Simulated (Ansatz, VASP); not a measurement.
# One calculation of Ag, two programs

```
CELL_PARAMETERS angstrom
2.27110 0.00000 0.00000
-1.13555 1.96683 0.00000
0.00000 0.00000 2.17452
ATOMIC_POSITIONS crystal
Ag 0.00000 0.00000 0.00000
```

Change from the starting cell: volume scaled by 0.5, PAW files.

Alike in both runs: task single point; functional PBE; k mesh 15 × 15 × 14; occupations fermi-dirac, width 0.08 eV; no spin polarisation.

```csv
,VASP,Ansatz
version,VASP 6.6.1,Ansatz 0.2.0
potentials or method,"VASP PAW PBE potentials, release 64 (Ag)","PAW with Ansatz's default frozen-core files, scalar-relativistic"
plane-wave cutoff (eV),520,420
valence electrons in the cell,11,19
```

```csv
,VASP,Ansatz,Ansatz less VASP
pressure (GPa),358.8,361.5,+2.63
largest component of the traceless stress (GPa),2.28,0.46,-1.824
```

The two sets of potentials don't hold the same shells in valence.

Caveats: the cell as given lies far from equilibrium; so large a pressure means that the cell lies far from this level's equilibrium, or that cutoff or potentials fall short (VASP).
